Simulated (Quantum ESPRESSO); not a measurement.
**AlN under changes of volume**

One of the cells (10.417 Å³/atom); the others are scaled copies at fixed shape and fractional positions:

```
Al N
1.0
     0.00000    2.18399    2.18399
     2.18399    0.00000    2.18399
     2.18399    2.18399    0.00000
Al N
1 1
Direct
  0.00000 0.00000 0.00000
  0.25000 0.25000 0.25000
```

Measurements of this composition are mostly on another form, of space group No. 186.

| Item | Value |
| --- | --- |
| Program | Quantum ESPRESSO 7.5 |
| Functional | vdW-DF3-opt1 |
| Potentials or basis | PseudoDojo 0.4.1 SR PBE standard |
| Cutoff | 1143 eV |
| Density cutoff | 4572 eV |
| k mesh | 10 × 10 × 10 |
| Occupations | fermi-dirac, width 0.05 eV |
| Spin | no spin polarisation |

```tsv
volume (Å³/atom)	energy over the lowest point (meV/atom)	pressure (GPa)	gap on the mesh (eV)
9.792	42.43	18.1	3.37
10.001	?	?	?
10.209	9.13	7.9	3.35
10.417	1.83	3.4	3.34
10.626	0.00	-0.6	3.33
10.834	3.14	-4.2	3.31
11.042	10.79	-7.5	3.30
```

Problem. What does the run at 10.001 Å³/atom give?

Solution. Energy over the lowest point 22.45 meV/atom; pressure 12.7 GPa; gap on the mesh 3.36 eV.

Worked out: A Birch-Murnaghan fit of order 3 (a polynomial in V^(-2/3)) to the other rows has its minimum at 10.60 Å³/atom with B0 = V·E''(V) = 197 GPa and B' = 3.8. It gives 22.42 meV/atom at 10.001 Å³/atom, against the run's 22.45, and -dE/dV = 12.7 GPa, against 12.7. A straight line through the other rows of the gap, of slope -0.591 eV per unit of ln V, gives 3.36 eV, against the run's 3.36.

Energies are extrapolated to zero smearing.

Caveats: the potentials were made for another functional, which shifts forces and pressure.

A mesh can miss the band edges.
